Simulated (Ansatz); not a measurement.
# BeTe: the cost of one run

Computed with Ansatz 0.2.0 (DFT LDA, scalar-relativistic, plane waves, PAW, unless a step's input says otherwise).

The COD entry's cell or inner coordinates are ideal or old and differ from later refinements, so a difference from it is no clean test against experiment.

4 further runs of the same task are left out: 1 that didn't finish, 3 set aside as unsound or not needed.

## Step 1: The starting structure

The structure is cubic, space group F-43m (No. 216). Conventional cell: a = 5.555 Å, b = 5.555 Å, c = 5.555 Å, α = 90.00°, β = 90.00°, γ = 90.00°. Be (site symmetry -43m) is surrounded by 4 Te at 2.41 Å. Te (site symmetry -43m) is surrounded by 4 Be at 2.41 Å.

Coordinates:

```
CELL_PARAMETERS angstrom
0.00000 2.77731 2.77731
2.77731 0.00000 2.77731
2.77731 2.77731 0.00000
ATOMIC_POSITIONS crystal
Be 0.00000 0.00000 0.00000
Te 0.75000 0.75000 0.75000
```

It is the result of an earlier relaxation at this level (volume 21.42 Å³/atom; gap on the mesh: 1.79 eV).

## Step 2: The cell under 6 GPa

At a set pressure the run lowers the enthalpy E + PV, so the energy alone may rise along the way.

input.yaml

```yaml
crystal:
  lattice:
    - [0.0, 2.7773063427, 2.7773063427]
    - [2.7773063427, 0.0, 2.7773063427]
    - [2.7773063427, 2.7773063427, 0.0]
  atoms:
    - { symbol: Be, position: [0.0, 0.0, 0.0] }
    - { symbol: Te, position: [0.75, 0.75, 0.75] }
basis:
  ecutwfc: 420
kpoints:
  mp_grid: { grid: [8, 8, 8] }
hamiltonian:
  xc: lda
scf:
  occupations: { method: fixed }
output:
  forces: true
  stress: true
  eigenvalues: true
relax:
  adjacent_minimum: "off"
  f_tol: 0.001
  max_steps: 60
  cell: { stress_tol: 0.02, p_target: 6.0 }
```

On the command line:

```
$ ansatz run input.yaml --threads 1 --pin off --max-ram 1228MiB --backend cpu --events-out ev --progress --plain --runs-dir out
```

**Question.** How long does this run take on 1 thread of Intel Xeon 6975P-C (Granite Rapids), shared host, and how much memory does it need?

About 6.3 s, with a peak of 0.34 GiB.
